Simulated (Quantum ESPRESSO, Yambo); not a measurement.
Planning a run of Quantum ESPRESSO 7.5 on InP (F-43m). The input:

```
&control
  calculation = 'nscf'
  prefix = 'x'
  outdir = 'o'
  pseudo_dir = 'pseudo'
/
&system
  ibrav = 0
  nat = 2
  ntyp = 2
  ecutwfc = 80.0
  nbnd = 174
  force_symmorphic = .true.
  noncolin = .true.
  lspinorb = .true.
/
&electrons
  conv_thr = 1e-9
  electron_maxstep = 80
  diago_full_acc = .true.
  diago_thr_init = 5e-6
/
ATOMIC_SPECIES
  In 114.82 In.upf
  P 30.974 P.upf
CELL_PARAMETERS angstrom
  0.0000000000 2.9305000000 2.9305000000
  2.9305000000 -0.0000000000 2.9305000000
  2.9305000000 2.9305000000 0.0000000000
ATOMIC_POSITIONS crystal
  In 0.0000000000 0.0000000000 0.0000000000
  P 0.2500000000 0.2500000000 0.2500000000
K_POINTS automatic
  4 4 4 0 0 0
```

The database entry behind the starting cell differs from later determinations by our own check (0.1 to 0.3 % short, probably kX units), so it need not match the best structure at ambient conditions.

```sh
OMP_NUM_THREADS=1 mpirun -n 4 pw.x -nk 4 -in pw.in > pw.out
```

Question: Estimate wall time and host memory on 4 MPI ranks of Intel Xeon Platinum 8259CL at 2.50GHz (Skylake/Cascade Lake), shared host.

It took 27 s; on shared hardware allow 13 s to 53 s. Peak host memory was 0.74 GiB.

[Paths, hosts, dates, memory and timing lines, banners, echoed tables and standing remarks are left out of the program output.]

[Logs are printed without paths, hosts, clocks, repeated set-up lines and the standing remarks that a program may print on its own settings, such as how far it seeks lower states.]

[Runs of the session that timed out or met a known fault of the program may be left out.]

[Hosts, paths, dates, database ids (printed as entryN), source tags and the programs' standing remarks are cut or masked in the printed files.]
